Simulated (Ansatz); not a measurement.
AlGa3N4 under pressure: fit and missing row

AlGa3N4, Pm, a = 5.139 Å, b = 3.163 Å, c = 5.477 Å, β = 90.0°. The structure is a Materials Project entry; whether it is the stable form wasn't checked. Ansatz: r2SCAN, PAW, 500 eV, Γ-centred 6×8×4 mesh on 8 atoms, Gaussian smearing 0.02 eV; no spin polarisation. Cell and atoms are relaxed at each pressure, and no other structure is tried, so the rows at high pressure may lie past a change of phase.

```
V (Å³/atom) P (GPa)
     10.236    20.00
     10.634    10.05
     10.868     5.02
          ?     2.01
     11.130     0.00
     11.243    -1.99
```

Q: Take V0 = 11.130 Å³/atom, fit the third-order Birch–Murnaghan form to the other rows, and predict the missing volume.

A: With the Eulerian strain f = ½[(V0/V)^(2/3) − 1] and y = P/[3f(1 + 2f)^(5/2)], the form is the line y = B0 + 1.5 B0 (B0′ − 4) f. Rows (f, y): 0.02870, 202.0; 0.01543, 201.2; 0.00800, 201.0; -0.00336, 200.8. Means f = 0.01219, y = 201.25; Σ(Δf)² = 0.0005424, ΣΔfΔy = 0.02027; the slope is their ratio. y = 200.8 + 37.36 f GPa, so B0 = 200.8 GPa and B0′ = 4 + 2 × (37.36)/(3 × 200.8) = 4.12. P = 2.01 GPa is met at f = 0.00328 (y = 200.92), so V = V0 (1 + 2f)^(−3/2) = 11.021 Å³/atom. The run gave 11.021 Å³/atom, the same to the digits shown.